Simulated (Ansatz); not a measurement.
C₃H₄N₂ (`c1cn[nH]c1`) at its PBE0-D4/def2-TZVP geometry, where that method's forces vanish. Total charge 0; spin multiplicity 1.

```xyz
9

C    -0.9490    0.3526    0.0394
C    -0.4114   -0.2139   -1.1295
N     0.8401   -0.6060   -0.9536
N     1.1090   -0.2969    0.3139
C     0.0732    0.2791    0.9547
H    -1.9358    0.7558    0.1947
H    -0.8841   -0.3518   -2.0903
H     2.0191   -0.5046    0.6843
H     0.1388    0.5856    1.9864
```

Q: What forces (eV/Å) does ωB97M-V/def2-TZVPP give on these atoms in Ansatz 0.2.0? (An estimate is asked.)

A: Computed: 
```
C1  -0.101  0.082  0.144
C2  -0.017 -0.056 -0.193
N3  -0.067 -0.059 -0.260
N4   0.247 -0.006  0.258
C5  -0.135  0.080  0.100
H6   0.076 -0.033 -0.018
H7   0.043  0.010  0.079
H8  -0.051  0.011 -0.022
H9   0.004 -0.030 -0.088
```
